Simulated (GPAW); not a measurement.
A run of GPAW 26.7.0 is set up as follows.

Contents of run.py:

```python
from ase import Atoms
from ase.eos import EquationOfState
from ase.io import Trajectory
from ase.units import GPa
from gpaw import GPAW, PW

atoms = Atoms(['Ru', 'Ru'],
              cell=[[2.7058, 0.0, 0.0],
                    [-1.3529, 2.3432915376, 0.0],
                    [0.0, 0.0, 4.2819]],
              scaled_positions=[[0.6666666667, 0.3333333333, 0.75],
                                [0.3333333333, 0.6666666667, 0.25]],
              pbc=True)

traj = Trajectory('eos.traj', 'w')
volumes, energies = [], []
for x in [0.94, 0.96, 0.98, 1.0, 1.02, 1.04, 1.06]:
    a = atoms.copy()
    a.set_cell(atoms.cell * x**(1 / 3), scale_atoms=True)
    calc = GPAW(mode=PW(600),
                xc='PBE',
                kpts={'size': (11, 11, 6), 'gamma': True},
                occupations={'name': 'fermi-dirac', 'width': 0.05},
                nbands=29,
                convergence={'density': 1e-05, 'energy': 1e-05},
                maxiter=150,
                txt=f'eos-{x:.2f}.txt')
    a.calc = calc
    energies.append(a.get_potential_energy(force_consistent=True))
    volumes.append(a.get_volume())
    p = -a.get_stress()[:3].mean() / GPa
    calc.write(f'eos-{x:.2f}.gpw')
    traj.write(a)
    print(f'{x:.2f} {volumes[-1]:10.4f} A^3 {energies[-1]:14.6f} eV {p:9.3f} GPa', flush=True)

v0, e0, B = EquationOfState(volumes, energies, eos='birchmurnaghan').fit()
print(f'V0 = {v0:.4f} A^3, E0 = {e0:.6f} eV, B0 = {B / GPa:.2f} GPa')
```

Potentials or basis: GPAW PAW data sets (gpaw-data 1.2.1), pw.

Command:

```bash
$ OMP_NUM_THREADS=1 python run.py
```

Problem. Estimate the equilibrium volume.

Solution. 13.74 Å³/atom.

Problem. Predict the pressure derivative of the bulk modulus.

Solution. 4.8.

Problem. Predict the bulk modulus at fixed shape and positions.

Solution. 308 GPa.

Energy against volume, from the lowest point:
```
volume (Å³/atom)  energy (meV/atom)
          12.760              77.62
          13.032              38.72
          13.303              13.82
          13.575               1.35
          13.846               0.00
          14.118               8.53
          14.389              25.90
```

Caveat: the cell was scaled at fixed shape and fractional positions, which overstates the stiffness of a crystal with free parameters, most of all of layers and chains.
